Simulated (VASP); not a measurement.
Write the native input for VASP 6.6.1 that does the following.

```
Task                   : single point
Functional             : PBEsol
Potentials or basis    : VASP PAW PBE potentials, release 64 (Na_pv, Cl)
Cutoff                 : 520 eV
k mesh                 : 8 × 8 × 8
Occupations            : gaussian, width 0.02 eV
Spin                   : no spin polarisation
Dipole correction      : no
Further INCAR settings : ALGO = Normal; EDIFF = 1e-06; NBANDS = 14
```

The structure of NaCl lies in POSCAR:

```
NaCl
1.0
    3.4363291737      0.0000000000      0.0000000000
    0.0000000000      3.4363291737      0.0000000000
    0.0000000000      0.0000000000      3.4363291737
Na Cl
1 1
Direct
    0.0000000000      0.0000000000      0.0000000000
    0.5000000000      0.5000000000      0.5000000000
```

Measurements of this composition are mostly on another form, of space group No. 225.

The cell isn't the ideal one: Cs replaced by Na, lengths x 0.865, strained and moved within the space group.

One way to write it, as run:

INCAR

```
SYSTEM = NaCl
PREC = Accurate ; ENCUT = 520
EDIFF = 1E-6 ; ISMEAR = 0
SIGMA = 0.02 ; LREAL = .False.
LASPH = .True. ; NELM = 60
ALGO = Normal ; ISIF = 2
LWAVE = .False. ; LCHARG = .False.
GGA = PS ; NBANDS = 14
```

KPOINTS

```
regular mesh
0
Gamma
  8 8 8
  0 0 0
```

Potentials or basis: VASP PAW PBE potentials, release 64 (Na_pv, Cl).

Launch:

```console
$ cat potpaw_PBE.64/Na_pv/POTCAR potpaw_PBE.64/Cl/POTCAR > POTCAR
$ mpirun -np 1 vasp_std > vasp.out
```

It gave:

* Pressure: 0.3 GPa
* Band gap on the k mesh: 4.02 eV, indirect (least direct gap 4.57 eV)

Caveat: the PAW data sets were made with another functional, which shifts forces and pressure a little.

Run time: 24 s on 1 thread of AMD EPYC 7R13 Processor (Zen 3), with other jobs on the host, peak memory 0.12 GiB.
